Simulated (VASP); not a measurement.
# NaH in VASP: one cell, several levels of theory

Aim: gap, levels, forces and stress of rocksalt NaH, under -0.5 % biaxial strain in the (111) plane, free along [111] at fixed geometry. Runs: PBE, r2SCAN. The results are then set beside those of Ansatz 0.2.0 for the same cell.

Program: VASP 6.6.1. PAW datasets, plane waves. (Simulation; spin polarisation is off.)

## (1) The structure to begin with

The cell comes from an earlier relaxation with r2SCAN in another program, then strained, with the atoms relaxed again.

It is trigonal, R-3m (No. 166); conventional cell a = 3.374 Å, c = 8.323 Å, 13.67 Å³ an atom. Around Na lie 6 H at 2.39 Å; around H lie 6 Na at 2.39 Å.

Structure file:

```cif
data_structure
_symmetry_space_group_name_H-M 'P 1'
_symmetry_Int_Tables_number 1
_cell_length_a 3.3899
_cell_length_b 3.3899
_cell_length_c 3.3899
_cell_angle_alpha 59.683
_cell_angle_beta 59.683
_cell_angle_gamma 59.683
_cell_volume 27.35
loop_
_atom_site_label
_atom_site_type_symbol
_atom_site_fract_x
_atom_site_fract_y
_atom_site_fract_z
_atom_site_occupancy
Na1 Na 0.00000 0.00000 0.00000 1
H1 H 0.50000 0.50000 0.50000 1
```

## (2) Single point with PBE

Input file INCAR:

```
ENCUT = 520.000000
SIGMA = 0.020000
EDIFF = 1.00e-07
GGA = PE
PREC = Accurate
IBRION = -1
ISIF = 2
ISMEAR = -1
NBANDS = 11
NELM = 120
NSW = 0
LASPH = .TRUE.
LCHARG = .TRUE.
LELF = .TRUE.
LWAVE = .FALSE.
LREAL = .FALSE.
```

Input file KPOINTS:

```
KPOINTS created by Atomic Simulation Environment
0
Gamma
10 10 10
0 0 0
```

Input file KPOINTS_OPT:

```
special points
7
Reciprocal
0.0000000000 0.0000000000 0.0000000000 1
0.5000000000 0.0000000000 0.5000000000 1
0.6250000000 0.2500000000 0.6250000000 1
0.3750000000 0.3750000000 0.7500000000 1
0.5000000000 0.5000000000 0.5000000000 1
0.5000000000 0.2500000000 0.7500000000 1
0.2447920000 -0.5000000000 -0.2500000000 1
```

Input file POSCAR:

```
Na H
 1.0000000000000000
     0.0114975801000000    2.3970223070999999    2.3970223070999999
     2.3970223070999999    0.0114975801000000    2.3970223070999999
     2.3970223070999999    2.3970223070999999    0.0114975801000000
 Na  H
   1   1
Cartesian
  0.0000000000000000  0.0000000000000000  0.0000000000000000
  2.4027710971499987  2.4027710971499987  2.4027710971499996
```

The run uses the recommended PBE PAW datasets (8 valence electrons a neutral cell).

Run with:

```sh
mpirun -np 1 vasp_std
```

Printed to the terminal (iteration lines stand in OSZICAR):

```text
POSCAR found type information on POSCAR NaH
 POSCAR found :  2 types and       2 ions
 LDA part: xc-table for (Slater+PW92), standard interpolation
 POSCAR, INCAR and KPOINTS ok, starting setup
 FFT: planning ... GRIDC
 FFT: planning ... GRID_SOFT
 FFT: planning ... GRID
 WAVECAR not read
 entering main loop
 Start KPOINTS_OPT (optional k-point list driver)
k-point batch [1-7\7]
```

OSZICAR:

```text
N       E                     dE             d eps       ncg     rms          rms(c)
DAV:   1     0.372432879522E+02    0.37243E+02   -0.45654E+03  2573   0.749E+02
DAV:   2    -0.423112978872E+01   -0.41474E+02   -0.40880E+02  2638   0.196E+02
DAV:   3    -0.550746399465E+01   -0.12763E+01   -0.12748E+01  3073   0.330E+01
DAV:   4    -0.551551443656E+01   -0.80504E-02   -0.80496E-02  2976   0.264E+00
DAV:   5    -0.551558361331E+01   -0.69177E-04   -0.69176E-04  2904   0.252E-01    0.321E+00
DAV:   6    -0.517514548136E+01    0.34044E+00   -0.32311E-01  2983   0.282E+00    0.150E+00
DAV:   7    -0.508082507534E+01    0.94320E-01   -0.32347E-01  2870   0.219E+00    0.348E-01
DAV:   8    -0.508533648813E+01   -0.45114E-02   -0.98717E-03  2765   0.973E-01    0.677E-02
DAV:   9    -0.508529463594E+01    0.41852E-04   -0.11198E-03  3073   0.360E-01    0.233E-02
DAV:  10    -0.508528040123E+01    0.14235E-04   -0.61325E-05  2837   0.497E-02    0.425E-03
DAV:  11    -0.508528367365E+01   -0.32724E-05   -0.55828E-06  2905   0.108E-02    0.308E-03
DAV:  12    -0.508528366205E+01    0.11598E-07   -0.21799E-07  2970   0.312E-03
   1 F= -.50852837E+01 E0= -.50852837E+01  d E =-.240755E-13
       N       E                     dE             ncg
DAV:   1     0.367994091718E+03   -0.26447E+04      154
DAV:   2     0.798584767642E+02   -0.28814E+03      160
DAV:   3     0.725857298243E+02   -0.72727E+01      182
DAV:   4     0.725430577992E+02   -0.42672E-01      181
DAV:   5     0.725426096433E+02   -0.44816E-03      171
DAV:   6     0.725426025337E+02   -0.71095E-05      181
DAV:   7     0.725426024194E+02   -0.11436E-06      180
DAV:   8     0.725426024161E+02   -0.32933E-08      137
```

The lines after F= are the extra pass for the points of KPOINTS_OPT, at fixed density; their E is not a total energy.

From OUTCAR:

```text
k-points           NKPTS =    116   k-points in BZ     NKDIM =    116   number of bands    NBANDS=     11

   NELECT =       8.0000    total number of electrons

   dimension x,y,z NGX =    28 NGY =   28 NGZ =   28
   dimension x,y,z NGXF=    56 NGYF=   56 NGZF=   56

  energy-cutoff  :      520.00
  volume of cell :       27.35
      direct lattice vectors                 reciprocal lattice vectors
     0.011497580  2.397022307  2.397022307    -0.210098968  0.209096016  0.209096016
     2.397022307  0.011497580  2.397022307     0.209096016 -0.210098968  0.209096016
     2.397022307  2.397022307  0.011497580     0.209096016  0.209096016 -0.210098968

 k-points in reciprocal lattice and weights: KPOINTS created by Atomic Simulation Env
   0.00000000  0.00000000  0.00000000       0.001
   0.10000000  0.00000000 -0.00000000       0.006
   0.20000000  0.00000000 -0.00000000       0.006
   0.30000000  0.00000000 -0.00000000       0.006
   0.40000000 -0.00000000 -0.00000000       0.006
   0.50000000  0.00000000  0.00000000       0.003
   0.10000000  0.10000000  0.00000000       0.006
   0.20000000  0.10000000  0.00000000       0.012
[... 108 more k-points ...]

 E-fermi :  -0.4889

 k-point     1 :       0.0000    0.0000    0.0000
  band No.  band energies     occupation
      1     -23.0615      2.00000
      2     -23.0615      2.00000
      3     -23.0604      2.00000
      4      -4.7189      2.00000
      5       9.6821      0.00000
      6      14.7104      0.00000
      7      14.8807      0.00000
      8      14.8807      0.00000
      9      15.6351      0.00000
     10      15.8160      0.00000
     11      15.8160      0.00000

 k-point     2 :       0.1000    0.0000   -0.0000
  band No.  band energies     occupation
      1     -23.0716      2.00000
      2     -23.0627      2.00000
      3     -23.0616      2.00000
      4      -4.5413      2.00000
      5       9.1016      0.00000
      6      12.6983      0.00000
      7      14.1212      0.00000
      8      14.2612      0.00000
      9      16.3813      0.00000
     10      16.5574      0.00000
     11      16.6839      0.00000

 k-point     3 :       0.2000    0.0000   -0.0000
  band No.  band energies     occupation
      1     -23.0980      2.00000
      2     -23.0660      2.00000
      3     -23.0647      2.00000
      4      -4.0257      2.00000
      5       7.4244      0.00000
      6      11.1506      0.00000
      7      13.4136      0.00000
      8      13.5386      0.00000
      9      16.9106      0.00000
     10      16.9914      0.00000
     11      17.6806      0.00000

 k-point     4 :       0.3000    0.0000   -0.0000
  band No.  band energies     occupation
      1     -23.1303      2.00000
      2     -23.0700      2.00000
      3     -23.0685      2.00000
      4      -3.2350      2.00000
      5       5.3437      0.00000
      6      10.4174      0.00000
      7      12.9018      0.00000
      8      13.0115      0.00000
      9      16.3486      0.00000
     10      16.4131      0.00000
     11      18.3966      0.00000

 k-point     5 :       0.4000   -0.0000   -0.0000
  band No.  band energies     occupation
      1     -23.1562      2.00000
      2     -23.0732      2.00000
      3     -23.0716      2.00000
      4      -2.3462      2.00000
      5       3.5856      0.00000
      6      10.0714      0.00000
      7      12.5973      0.00000
      8      12.6951      0.00000
      9      15.8202      0.00000
     10      15.8965      0.00000
     11      18.3811      0.00000

 k-point     6 :       0.5000    0.0000    0.0000
  band No.  band energies     occupation
      1     -23.1660      2.00000
      2     -23.0744      2.00000
      3     -23.0727      2.00000
      4      -1.8735      2.00000
      5       2.8145      0.00000
      6       9.9676      0.00000
      7      12.4964      0.00000
      8      12.5897      0.00000
      9      15.6311      0.00000
     10      15.7128      0.00000
     11      18.2740      0.00000

 k-point     7 :       0.1000    0.1000    0.0000
  band No.  band energies     occupation
      1     -23.0711      2.00000
      2     -23.0648      2.00000
      3     -23.0640      2.00000
      4      -4.4839      2.00000
      5       8.9902      0.00000
      6      13.1345      0.00000
      7      13.2716      0.00000
      8      13.2962      0.00000
      9      16.1709      0.00000
     10      17.7767      0.00000
     11      17.8962      0.00000

[... the tables of k-points 8 to 116 left out ...]

  Total        0.1247793      0.1247793      0.1247793     -0.0190676     -0.0190676     -0.0190676
  in kB        7.3104286      7.3104286      7.3104286     -1.1171108     -1.1171108     -1.1171108
  external PRESSURE =       7.3104286 kB  Pullay stress =       0.0000000 kB

 POSITION                                       TOTAL-FORCE (eV/Angst)
 -----------------------------------------------------------------------------------
      0.00000      0.00000      0.00000         0.000000      0.000000      0.000000
      2.40277      2.40277      2.40277         0.000000     -0.000000     -0.000000
 -----------------------------------------------------------------------------------
    total drift:                               -0.000000     -0.000000     -0.000000

  FREE ENERGIE OF THE ION-ELECTRON SYSTEM (eV)
  ---------------------------------------------------
  free  energy   TOTEN  =        -5.0852836621 eV

  energy  without entropy=       -5.0852836621  energy(sigma->0) =       -5.08528366
```

Hardware: 1 MPI rank of Intel Xeon Platinum 8488C, shared host.

The levels at the points of KPOINTS_OPT are read from vasprun.xml.

Near the gap, in eV above the top of the last filled band v; c is the band after it:

```csv
point,v−1,v,c,c+1
Γ,-22.05,-3.71,10.69,15.72
X,-22.08,-0.18,4.70,10.15
U,-22.08,-0.12,5.40,6.44
K,-22.08,-0.12,5.40,6.44
L,-22.06,-0.90,3.77,11.05
W,-22.09,0.00,6.11,6.11
```

Gap with PBE: 3.77 eV, valence top at (0.24, -0.50, -0.25), conduction bottom at L. Least direct gap: 4.67 eV. The pressure is 0.73 GPa; the forces vanish within 0.01 eV/Å.

Axes a, b and c in the maps are those of this run's conventional cell (a, b, c = 3.374, 3.374, 8.323 Å).

Density in a lattice plane of the grid's cell (edges 3.37 and 8.32 Å, at 0.000 of the third edge), which holds Na and H.

Values in e/Å³, 12 rows by 6 columns:
```
 1.21  0.19  0.06  0.07  0.06  0.19
 0.03  0.04  0.08  0.11  0.08  0.04
 0.02  0.03  0.06  0.08  0.06  0.03
 0.04  0.04  0.05  0.10  0.05  0.04
 0.26  0.15  0.06  0.04  0.06  0.15
 1.67  0.38  0.08  0.03  0.08  0.38
 0.26  0.15  0.06  0.04  0.06  0.15
 0.04  0.04  0.05  0.10  0.05  0.04
 0.02  0.03  0.06  0.08  0.06  0.03
 0.03  0.04  0.08  0.11  0.08  0.04
 1.21  0.19  0.06  0.07  0.06  0.19
11.84  2.62  0.05  0.03  0.05  2.62
```
Columns run along the first of these edges and rows up along the second, over one cell in 6 and 12 even steps from the bottom left corner. Atoms in the plane (fractional): Na at (0.00, 0.00), H at (1.00, 0.50).

ELF in the same plane.

Values, 12 rows by 6 columns:
```
0.30 0.13 0.10 0.63 0.10 0.13
0.02 0.08 0.73 0.93 0.73 0.08
0.03 0.06 0.08 0.06 0.08 0.06
0.32 0.08 0.02 0.05 0.02 0.08
1.00 0.96 0.10 0.02 0.10 0.96
1.00 1.00 0.75 0.06 0.75 1.00
1.00 0.96 0.10 0.02 0.10 0.96
0.32 0.08 0.02 0.05 0.02 0.08
0.03 0.06 0.08 0.06 0.08 0.06
0.02 0.08 0.73 0.93 0.73 0.08
0.30 0.13 0.10 0.63 0.10 0.13
0.00 0.32 0.02 0.06 0.02 0.32
```
Columns run along the first of these edges and rows up along the second, over one cell in 6 and 12 even steps from the bottom left corner. Atoms in the plane (fractional): Na at (0.00, 0.00), H at (1.00, 0.50).

Both are smooth fields of the valence electrons: close to the nuclei they are not physical.

Outside the cores ELF peaks at 1.00 at H.

## (3) r2SCAN at this geometry

Input file INCAR:

```
ENCUT = 520.000000
SIGMA = 0.010000
EDIFF = 1.00e-07
ALGO = Normal
METAGGA = R2SCAN
PREC = Accurate
IBRION = -1
ISIF = 2
ISMEAR = 0
NBANDS = 11
NELM = 120
NSW = 0
LASPH = .TRUE.
LCHARG = .FALSE.
LWAVE = .FALSE.
LREAL = .FALSE.
```

KPOINTS is that of step 2.

KPOINTS_OPT is that of step 2.

POSCAR is that of step 2.

Run with:

```sh
mpirun -np 1 vasp_std
```

Printed to the terminal (iteration lines stand in OSZICAR):

```text
POSCAR found type information on POSCAR NaH
 POSCAR found :  2 types and       2 ions
 -----------------------------------------------------------------------------
|                                                                             |
|                                                                             |
|     You enforced a specific xc type in the INCAR file but a different       |
|     I HOPE YOU KNOW WHAT YOU ARE DOING!                                     |
|                                                                             |
 -----------------------------------------------------------------------------

 LDA part: xc-table for (None), standard interpolation
 POSCAR, INCAR and KPOINTS ok, starting setup
 FFT: planning ... GRIDC
 FFT: planning ... GRID_SOFT
 FFT: planning ... GRID
 WAVECAR not read
 entering main loop
 Start KPOINTS_OPT (optional k-point list driver)
k-point batch [1-7\7]
```

OSZICAR:

```text
N       E                     dE             d eps       ncg     rms          rms(c)
DAV:   1     0.357334325817E+02    0.35733E+02   -0.46965E+03  2573   0.772E+02
DAV:   2    -0.708656445935E+01   -0.42820E+02   -0.42213E+02  2629   0.203E+02
DAV:   3    -0.839914003422E+01   -0.13126E+01   -0.13109E+01  3111   0.343E+01
DAV:   4    -0.840815330492E+01   -0.90133E-02   -0.90123E-02  3002   0.282E+00
DAV:   5    -0.840824424128E+01   -0.90936E-04   -0.90935E-04  2925   0.290E-01    0.309E+00
DAV:   6    -0.771980440871E+01    0.68844E+00   -0.30691E-01  2762   0.605E+00    0.171E+00
DAV:   7    -0.759798164048E+01    0.12182E+00   -0.42760E-01  2803   0.323E+00    0.435E-01
DAV:   8    -0.760070938290E+01   -0.27277E-02   -0.15092E-02  2648   0.715E-01    0.222E-01
DAV:   9    -0.760279884097E+01   -0.20895E-02   -0.21775E-03  2684   0.473E-01    0.834E-02
DAV:  10    -0.760253650694E+01    0.26233E-03   -0.22399E-04  2915   0.795E-02    0.669E-03
DAV:  11    -0.760259063879E+01   -0.54132E-04   -0.88352E-06  2963   0.299E-02    0.229E-03
DAV:  12    -0.760260287919E+01   -0.12240E-04   -0.28015E-07  2870   0.612E-03    0.844E-04
DAV:  13    -0.760260353589E+01   -0.65670E-06   -0.93836E-08  1908   0.462E-03    0.395E-04
DAV:  14    -0.760260383192E+01   -0.29603E-06   -0.56738E-09  1435   0.666E-04    0.110E-04
DAV:  15    -0.760260369754E+01    0.13438E-06   -0.13300E-09  1369   0.413E-04    0.790E-06
DAV:  16    -0.760260372690E+01   -0.29354E-07   -0.53774E-11  1363   0.945E-05
   1 F= -.76026037E+01 E0= -.76026037E+01  d E =-.292903E-31
       N       E                     dE             ncg
DAV:   1     0.327154204802E+03   -0.26856E+04      154
DAV:   2     0.277829870134E+02   -0.29937E+03      160
DAV:   3     0.202674116381E+02   -0.75156E+01      177
DAV:   4     0.202194329795E+02   -0.47979E-01      178
DAV:   5     0.202188695507E+02   -0.56343E-03      177
DAV:   6     0.202188600301E+02   -0.95206E-05      181
DAV:   7     0.202188598460E+02   -0.18411E-06      202
DAV:   8     0.202188598428E+02   -0.31735E-08      148
```

Parts of OUTCAR:

```text
k-points           NKPTS =    116   k-points in BZ     NKDIM =    116   number of bands    NBANDS=     11

   NELECT =       8.0000    total number of electrons

   dimension x,y,z NGX =    28 NGY =   28 NGZ =   28
   dimension x,y,z NGXF=    56 NGYF=   56 NGZF=   56

  energy-cutoff  :      520.00
  volume of cell :       27.35
      direct lattice vectors                 reciprocal lattice vectors
     0.011497580  2.397022307  2.397022307    -0.210098968  0.209096016  0.209096016
     2.397022307  0.011497580  2.397022307     0.209096016 -0.210098968  0.209096016
     2.397022307  2.397022307  0.011497580     0.209096016  0.209096016 -0.210098968

 k-points in reciprocal lattice and weights: KPOINTS created by Atomic Simulation Env
   0.00000000  0.00000000  0.00000000       0.001
   0.10000000  0.00000000 -0.00000000       0.006
   0.20000000  0.00000000 -0.00000000       0.006
   0.30000000  0.00000000 -0.00000000       0.006
   0.40000000 -0.00000000 -0.00000000       0.006
   0.50000000  0.00000000  0.00000000       0.003
   0.10000000  0.10000000  0.00000000       0.006
   0.20000000  0.10000000  0.00000000       0.012
[... 108 more k-points ...]

 E-fermi :  -1.2956

 k-point     1 :       0.0000    0.0000    0.0000
  band No.  band energies     occupation
      1     -24.2001      2.00000
      2     -24.2001      2.00000
      3     -24.1992      2.00000
      4      -4.9949      2.00000
      5      10.3712      0.00000
      6      15.1165      0.00000
      7      15.2893      0.00000
      8      15.2893      0.00000
      9      16.1104      0.00000
     10      16.2919      0.00000
     11      16.2919      0.00000

 k-point     2 :       0.1000    0.0000   -0.0000
  band No.  band energies     occupation
      1     -24.2097      2.00000
      2     -24.2013      2.00000
      3     -24.2004      2.00000
      4      -4.8162      2.00000
      5       9.6966      0.00000
      6      13.1408      0.00000
      7      14.5205      0.00000
      8      14.6632      0.00000
      9      16.8122      0.00000
     10      16.9746      0.00000
     11      17.2651      0.00000

 k-point     3 :       0.2000    0.0000   -0.0000
  band No.  band energies     occupation
      1     -24.2347      2.00000
      2     -24.2043      2.00000
      3     -24.2032      2.00000
      4      -4.2984      2.00000
      5       7.8276      0.00000
      6      11.6747      0.00000
      7      13.7553      0.00000
      8      13.8829      0.00000
      9      17.3644      0.00000
     10      17.4532      0.00000
     11      18.4119      0.00000

 k-point     4 :       0.3000    0.0000   -0.0000
  band No.  band energies     occupation
      1     -24.2654      2.00000
      2     -24.2079      2.00000
      3     -24.2067      2.00000
      4      -3.5105      2.00000
      5       5.6358      0.00000
      6      10.9757      0.00000
      7      13.1695      0.00000
      8      13.2821      0.00000
      9      17.0468      0.00000
     10      17.1159      0.00000
     11      19.2573      0.00000

 k-point     5 :       0.4000   -0.0000   -0.0000
  band No.  band energies     occupation
      1     -24.2899      2.00000
      2     -24.2109      2.00000
      3     -24.2095      2.00000
      4      -2.6417      2.00000
      5       3.8443      0.00000
      6      10.6391      0.00000
      7      12.8041      0.00000
      8      12.9059      0.00000
      9      16.6564      0.00000
     10      16.7347      0.00000
     11      19.2478      0.00000

 k-point     6 :       0.5000    0.0000    0.0000
  band No.  band energies     occupation
      1     -24.2992      2.00000
      2     -24.2120      2.00000
      3     -24.2105      2.00000
      4      -2.1940      2.00000
      5       3.0821      0.00000
      6      10.5379      0.00000
      7      12.6797      0.00000
      8      12.7777      0.00000
      9      16.5113      0.00000
     10      16.5942      0.00000
     11      19.1242      0.00000

 k-point     7 :       0.1000    0.1000    0.0000
  band No.  band energies     occupation
      1     -24.2092      2.00000
      2     -24.2033      2.00000
      3     -24.2026      2.00000
      4      -4.7584      2.00000
      5       9.5736      0.00000
      6      13.5406      0.00000
      7      13.6845      0.00000
      8      13.7011      0.00000
      9      16.5970      0.00000
     10      18.2717      0.00000
     11      18.3906      0.00000

[... the tables of k-points 8 to 116 left out ...]

  Total       -0.0160595     -0.0160595     -0.0160595     -0.0175566     -0.0175566     -0.0175566
  in kB       -0.9408757     -0.9408757     -0.9408757     -1.0285879     -1.0285879     -1.0285879
  external PRESSURE =      -0.9408757 kB  Pullay stress =       0.0000000 kB

 POSITION                                       TOTAL-FORCE (eV/Angst)
 -----------------------------------------------------------------------------------
      0.00000      0.00000      0.00000         0.000000     -0.000000     -0.000000
      2.40277      2.40277      2.40277        -0.000000      0.000000      0.000000
 -----------------------------------------------------------------------------------
    total drift:                               -0.000000     -0.000000     -0.000000

  FREE ENERGIE OF THE ION-ELECTRON SYSTEM (eV)
  ---------------------------------------------------
  free  energy   TOTEN  =        -7.6026037269 eV

  energy  without entropy=       -7.6026037269  energy(sigma->0) =       -7.60260373
```

Hardware: 1 MPI rank of Intel Xeon Platinum 8488C, shared host.

The levels at the points of KPOINTS_OPT are read from vasprun.xml.

Band energies at the special points (eV, zero at the top of v, the last band that the electrons fill by count):

```csv
point,v−1,v,c,c+1
Γ,-22.84,-3.64,11.73,16.47
X,-22.88,-0.18,5.26,10.83
U,-22.87,-0.12,5.97,7.11
K,-22.87,-0.12,5.97,7.11
L,-22.85,-0.88,4.38,11.97
W,-22.88,0.00,6.70,6.70
```

Gap with r2SCAN: 4.38 eV, valence top at (0.24, -0.50, -0.25), conduction bottom at L. Least direct gap: 5.26 eV. The pressure is -0.09 GPa; the forces vanish within 0.01 eV/Å.

## (4) Results

```
 level  gap (eV)  pressure (GPa)  Ansatz: gap (eV)  Ansatz: pressure (GPa)
   PBE      3.77            0.73              3.77                    0.76
r2SCAN      4.38           -0.09              4.37                    0.19
```

**Reading.** The gap runs from 3.77 eV (PBE) to 4.38 eV (r2SCAN). At this one volume the pressure spans -0.1 GPa (r2SCAN) to 0.7 GPa (PBE): PBE wants the largest cell and r2SCAN the smallest. The two programs agree on the gap within 0.02 eV, far less than the spread between functionals. Each program uses its own PAW datasets and cutoff. VASP's cell holds 8 valence electrons and Ansatz's 10.
